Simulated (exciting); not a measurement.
# ZnSe (Stilleite) (F-43m) in exciting: a series of runs

Aim: see how the results for ZnSe (Stilleite) move with the level of theory and the settings. Levels: PBE, PBEsol. Tasks: band structure, TDDFT spectrum.

Everything below comes from runs of exciting (release sodium). Logs are shortened: lines on timing, memory, paths and dates and some standing lists are left out, and cuts for length are marked.

**Experimental background.**

“Alloy Disordering Effects on the Thermal Conductivity and Energy Gap Temperature Dependence of Cd1−xZnxSe Ternary Crystals Grown by the Bridgman Method”, 2023, pmc:10253836 reports, for a bulk crystal of ZnSe at 300 K: band gap 2.695 ± 0.003 eV (an exciton energy, a little under the gap).

The results are compared with them further down.

### 1 Starting point

The structure is cubic, space group F-43m (No. 216). Conventional cell: a = 5.668 Å, b = 5.668 Å, c = 5.668 Å, α = 90.00°, β = 90.00°, γ = 90.00°. Se (site symmetry -43m) is surrounded by 4 Zn at 2.45 Å. Zn (site symmetry -43m) has 4 Se at 2.45 Å as nearest neighbours.

### 2 Band structure, PBE

File input.xml:

```xml
<input>
  <title>ZnSe</title>
  <structure speciespath="./" tshift="false">
    <crystal scale="1">
      <basevect>0.000000000000 5.355105891965 5.355105891965</basevect>
      <basevect>5.355105891965 0.000000000000 5.355105891965</basevect>
      <basevect>5.355105891965 5.355105891965 0.000000000000</basevect>
    </crystal>
    <species speciesfile="Se.xml" rmt="2">
      <atom coord="0.750000000000 0.750000000000 0.750000000000"/>
    </species>
    <species speciesfile="Zn.xml" rmt="2">
      <atom coord="0.000000000000 0.000000000000 0.000000000000"/>
    </species>
  </structure>
  <groundstate do="fromscratch" ngridk="8 8 8" rgkmax="9" gmaxvr="14" lmaxapw="10" lmaxmat="10" lmaxvr="8" xctype="GGA_PBE" stype="Fermi Dirac" swidth="0.00183747" nempty="10" ValenceRelativity="iora*" epsengy="1e-05" epspot="1e-05" maxscl="60" outputlevel="normal"/>
  <properties>
    <bandstructure>
      <plot1d>
        <path steps="80">
          <point coord="0 0 0" label="G"/>
          <point coord="0.5 0 0.5" label="X"/>
          <point coord="0.5 0.25 0.75" label="W"/>
          <point coord="0.375 0.375 0.75" label="K"/>
          <point coord="0 0 0" label="G"/>
          <point coord="0.5 0.5 0.5" label="L"/>
          <point coord="0.625 0.25 0.625" label="U"/>
          <point coord="0.5 0.25 0.75" label="W"/>
          <point coord="0.5 0.5 0.5" label="L"/>
          <point coord="0.375 0.375 0.75" label="K" breakafter="true"/>
          <point coord="0.625 0.25 0.625" label="U"/>
          <point coord="0.5 0 0.5" label="X"/>
        </path>
      </plot1d>
    </bandstructure>
    <dos nwdos="300" winddos="-0.6 0.5" inttype="tetra" ngrdos="100" nsmdos="1"/>
    <chargedensityplot>
      <plot3d>
        <box grid="21 21 21">
          <origin coord="0 0 0"/>
          <point coord="1 0 0"/>
          <point coord="0 1 0"/>
          <point coord="0 0 1"/>
        </box>
      </plot3d>
    </chargedensityplot>
    <elfplot>
      <plot3d>
        <box grid="21 21 21">
          <origin coord="0 0 0"/>
          <point coord="1 0 0"/>
          <point coord="0 1 0"/>
          <point coord="0 0 1"/>
        </box>
      </plot3d>
    </elfplot>
    <exccplot>
      <plot3d>
        <box grid="21 21 21">
          <origin coord="0 0 0"/>
          <point coord="1 0 0"/>
          <point coord="0 1 0"/>
          <point coord="0 0 1"/>
        </box>
      </plot3d>
    </exccplot>
  </properties>
</input>
```

Potentials or basis: all-electron LAPW+lo, shipped species files, valence relativity iora*.

Started as:

```console
$ OMP_NUM_THREADS=1 exciting_smp
```

INFO.OUT:

```text
================================================================================
EXCITING SODIUM started
[... 10 lines left out ...]

 Lattice vectors (cartesian) :
      0.0000000000      5.3551058920      5.3551058920
      5.3551058920      0.0000000000      5.3551058920
      5.3551058920      5.3551058920      0.0000000000

 Reciprocal lattice vectors (cartesian) :
     -0.5866536941      0.5866536941      0.5866536941
      0.5866536941     -0.5866536941      0.5866536941
      0.5866536941      0.5866536941     -0.5866536941

 Unit cell volume                           :     307.1384474741
 Brillouin zone volume                      :       0.8076169411

 Species :    1 (Se)
     parameters loaded from                 :    Se.xml
     name                                   :    selenium
     nuclear charge                         :     -34.00000000
     electronic charge                      :      34.00000000
     atomic mass                            :  143935.27480000
     muffin-tin radius                      :       2.00000000
     # of radial points in muffin-tin       :     350

     atomic positions (lattice) :
       1 :   0.75000000  0.75000000  0.75000000

 Species :    2 (Zn)
     parameters loaded from                 :    Zn.xml
     name                                   :    zinc
     nuclear charge                         :     -30.00000000
     electronic charge                      :      30.00000000
     atomic mass                            :  119198.67800000
     muffin-tin radius                      :       2.00000000
     # of radial points in muffin-tin       :     350

     atomic positions (lattice) :
       1 :   0.00000000  0.00000000  0.00000000

 Total number of atoms per unit cell        :       2

 Spin treatment                             :    spin-unpolarised

 Number of Bravais lattice symmetries       :      48
 Number of crystal symmetries               :      24

 k-point grid                               :       8    8    8
 Total number of k-points                   :      43
 k-point set is reduced with crystal symmetries

 R^MT_min * |G+k|_max (rgkmax)              :       9.00000000
 Species with R^MT_min                      :       1 (Se)
 Maximum |G+k| for APW functions            :       4.50000000
 Maximum |G| for potential and density      :      14.00000000

 G-vector grid sizes                        :      36    36    36
 Total number of G-vectors                  :   14211

 Maximum angular momentum used for
     APW functions                          :      10
     computing H and O matrix elements      :      10
     potential and density                  :       8
     inner part of muffin-tin               :       2

 Total nuclear charge                       :     -64.00000000
 Total electronic charge                    :      64.00000000
 Total core charge                          :      30.00000000
 Total valence charge                       :      34.00000000

 Number of empty states                     :      10
 Total number of valence states             :      28

 Maximum Hamiltonian size                   :     515
 Maximum number of plane-waves              :     489
 Total number of local-orbitals             :      26

 Exchange-correlation type                  :      20
[... 23 lines left out ...]
+ SCF iteration number :    1                                                  +
++++++++++++++++++++++++++++++++++++++++++++++++++++++++++++++++++++++++++++++++
 Total energy                               :     -4225.88969828
 _______________________________________________________________
 Fermi energy                               :         0.15905667
 Kinetic energy                             :      4317.67644626
 Coulomb energy                             :     -8383.87549418
 Exchange energy                            :      -156.57620685
 Correlation energy                         :        -3.11444351

 DOS at Fermi energy (states/Ha/cell)       :         0.00000208

 Electron charges :
     core                                   :        30.00000000
     core leakage                           :         0.00166434
     valence                                :        34.00000000
     interstitial                           :         4.57258487
     charge in muffin-tin spheres :
                  atom     1    Se          :        31.42711862
                  atom     2    Zn          :        28.00029651
     total charge in muffin-tins            :        59.42741513
     total charge                           :        64.00000000

 Estimated fundamental gap                  :         0.05687819
        valence-band maximum at    1      0.0000  0.0000  0.0000
     conduction-band minimum at    1      0.0000  0.0000  0.0000

++++++++++++++++++++++++++++++++++++++++++++++++++++++++++++++++++++++++++++++++
+ SCF iteration number :    2                                                  +
++++++++++++++++++++++++++++++++++++++++++++++++++++++++++++++++++++++++++++++++
 Total energy                               :     -4227.19877133
 _______________________________________________________________
 Fermi energy                               :         0.16123338
 Kinetic energy                             :      4317.19356276
 Coulomb energy                             :     -8384.62517896
 Exchange energy                            :      -156.65108615
 Correlation energy                         :        -3.11606897
[... 515 lines left out ...]
 Electron charges :
     core                                   :        30.00000000
     core leakage                           :         0.00164837
     valence                                :        34.00000000
     interstitial                           :         4.61301543
     charge in muffin-tin spheres :
                  atom     1    Se          :        31.27171803
                  atom     2    Zn          :        28.11526654
     total charge in muffin-tins            :        59.38698457
     total charge                           :        64.00000000

 Estimated fundamental gap                  :         0.04731604
        valence-band maximum at    1      0.0000  0.0000  0.0000
     conduction-band minimum at    1      0.0000  0.0000  0.0000

 RMS change in effective potential (target) :  0.185784E-09  ( 0.100000E-04)
 Absolute change in total energy   (target) :  0.112513E-06  ( 0.100000E-04)
 Charge distance                   (target) :  0.137089E-09  ( 0.100000E-04)

++++++++++++++++++++++++++++++++++++++++++++++++++++++++++++++++++++++++++++++++
| Convergency criteria checked for the last 2 iterations                       +
| Convergence targets achieved. Performing final SCF iteration                 +
++++++++++++++++++++++++++++++++++++++++++++++++++++++++++++++++++++++++++++++++
 Total energy                               :     -4226.40372390
 _______________________________________________________________
 Fermi energy                               :         0.16541770
 Kinetic energy                             :      4317.32877420
 Coulomb energy                             :     -8383.99313611
 Exchange energy                            :      -156.62290333
 Correlation energy                         :        -3.11645866

 DOS at Fermi energy (states/Ha/cell)       :         0.00002171

 Electron charges :
     core                                   :        30.00000000
     core leakage                           :         0.00164837
     valence                                :        34.00000000
     interstitial                           :         4.61301543
     charge in muffin-tin spheres :
                  atom     1    Se          :        31.27171803
                  atom     2    Zn          :        28.11526654
     total charge in muffin-tins            :        59.38698457
     total charge                           :        64.00000000

 Estimated fundamental gap                  :         0.04731604
        valence-band maximum at    1      0.0000  0.0000  0.0000
     conduction-band minimum at    1      0.0000  0.0000  0.0000

++++++++++++++++++++++++++++++++++++++++++++++++++++++++++++++++++++++++++++++++
[... 9 lines left out ...]
| EXCITING SODIUM stopped                                                      =
================================================================================
```

stdout:

```text
Info(rhoplot):
 3D density plot written to RHO3D.xml

Info(potplot):
 3D Coulomb potential plot written to VCL3D.xml
 3D exchange-correlation potential plot written to VXC3D.xml

Info(elfplot): 3D ELF plot written to ELF3D.xml

Info(bandstr):
 band structure plot written to BAND.OUT

 Fermi energy is at zero in plot

 Vertex location lines written to BANDLINES.OUT

Info(dos):

   Total density of states written to TDOS.OUT

   Fermi energy is at zero in plot

   DOS units are states/Hartree/unit cell
```

It took 5.7 min on 1 thread of Arm Neoverse V1, shared host; peak memory 0.14 GiB.

What came out:

```
Free energy                                       : -115006.3042 eV
Band gap on the k mesh                            : 1.29 eV, direct
Band gap along the path                           : 1.29 eV, direct
All electrons inside the program's atomic spheres : Se 31.27; Zn 28.12 (radii Se 2.0, Zn 2.0 bohr)
```

Levels at the corners of the path, in eV from the valence-band top:
```csv
point,band 14,band 15,band 16,band 17,band 18,band 19,band 20,band 21
Γ,-6.18,0.00,0.00,0.00,1.29,5.81,5.81,5.81
X,-6.00,-4.75,-2.18,-2.18,3.00,3.47,10.74,11.26
W,-5.88,-4.68,-2.76,-2.66,5.50,5.55,6.98,7.74
K,-5.92,-4.71,-3.08,-1.79,3.60,5.61,9.07,9.28
Γ,-6.18,0.00,0.00,0.00,1.29,5.81,5.81,5.81
L,-6.02,-5.22,-0.87,-0.87,2.55,6.40,6.40,8.59
U,-5.92,-4.71,-3.08,-1.79,3.60,5.61,9.07,9.28
W,-5.88,-4.68,-2.76,-2.66,5.50,5.55,6.98,7.74
L,-6.02,-5.22,-0.87,-0.87,2.55,6.40,6.40,8.59
K,-5.92,-4.71,-3.08,-1.79,3.60,5.61,9.07,9.28
U,-5.92,-4.71,-3.08,-1.79,3.60,5.61,9.07,9.28
X,-6.00,-4.75,-2.18,-2.18,3.00,3.47,10.74,11.26
```

States per cell in windows of 1 eV (zero at the valence-band top; states under -8 eV left out):
| from (eV) | total |
| --- | --- |
| -8.0 | 0.00 |
| -7.0 | 9.46 |
| -6.0 | 0.63 |
| -5.0 | 1.17 |
| -4.0 | 0.44 |
| -3.0 | 1.54 |
| -2.0 | 1.81 |
| -1.0 | 0.81 |
| 0.0 | 0.00 |
| 1.0 | 0.01 |
| 2.0 | 0.16 |
| 3.0 | 1.21 |
| 4.0 | 1.08 |
| 5.0 | 1.20 |
| 6.0 | 1.50 |
| 7.0 | 1.22 |

Caveat: the tetrahedron DOS on this energy grid can lose part of the weight of narrow d or f bands.

[end of part 1 of 2]
